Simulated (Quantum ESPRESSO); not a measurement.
Runs of Quantum ESPRESSO 7.5 on GaAs. Symmetry: F-43m, No. 216, cubic system. The conventional cell has a = 5.654 Å, b = 5.654 Å, c = 5.654 Å, α = 90.00°, β = 90.00°, γ = 90.00°. As (site symmetry -43m) has 4 Ga at 2.45 Å as nearest neighbours. Ga (site symmetry -43m) is surrounded by 4 As at 2.45 Å. 

| task | level | potentials or basis | cutoff (eV) | form of the LDA correlation | gap on the mesh (eV) | pressure (GPa) | V0 of scaled cells (Å³/atom) | B0 (GPa) |
| --- | --- | --- | --- | --- | --- | --- | --- | --- |
| band structure | LDA | PseudoDojo 0.4.1 SR LDA standard | 1088 | PW92 | (a) | -2.1 | - | - |
| equation of state | PBE+D3(BJ) | PseudoDojo 0.4.1 SR PBE standard | 1143 | - | - | - | 22.96 | 67 |
| band structure | PBE | PseudoDojo 0.4.1 SR PBE standard | 1143 | - | 0.52 | 3.4 | - | - |
| equation of state | PBEsol | PseudoDojo 0.4.1 SR PBEsol standard | 1143 | - | - | - | 22.68 | (b) |

Alike in all rows: no spin polarisation; cell as given; k mesh 8 × 8 × 8; smearing fermi-dirac 0.05 eV.

Problem. Estimate the missing entries.

Solution. (a) 0.28; (b) 69.

A k mesh can miss the band edges, and the runs leave out spin-orbit coupling on As, Ga.
